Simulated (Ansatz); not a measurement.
# Structures of ZrSi2: which is lowest?

Plane-wave DFT in Ansatz with scalar-relativistic PAW potentials, cutoff 420 eV, Γ-centred meshes chosen by cell and gap, Gaussian smearing with energies taken to zero width. Every cell was relaxed (cell and atoms) in a run of its own, within the symmetry of its start. Functional: PBEsol.

Relaxed structures (starts from databases or built by putting these elements on another compound's sites):
A. Cmcm, 6 atoms in the computed cell, a = 3.674 Å, b = 14.566 Å, c = 3.657 Å; sites (symmetry × multiplicity) Zr m2m × 4, Si m2m × 4 + m2m × 4; start: database
B. Fddd, 6 atoms in the computed cell, a = 5.065 Å, b = 8.605 Å, c = 8.919 Å; sites (symmetry × multiplicity) Zr 222 × 8, Si .2. × 16; start: built

Problem. Rank them by energy. Could pressure change the order?

Solution.
```csv
structure,group,E − E(lowest) (meV/atom),V (Å³/atom),gap on mesh (eV)
A,Cmcm,0.0,16.31,0.00
B,Fddd,93,16.20,0.00
```

A is lowest, 93 meV/atom under B. The two lowest differ in volume by under 3 %, too little for a first-order estimate of what pressure does to that pair (other pairs aren't weighed here); with rigid cells even 3 % in favour of the higher one would need about 30 GPa. Other structures may lie lower than all of these, and vibrations aren't counted.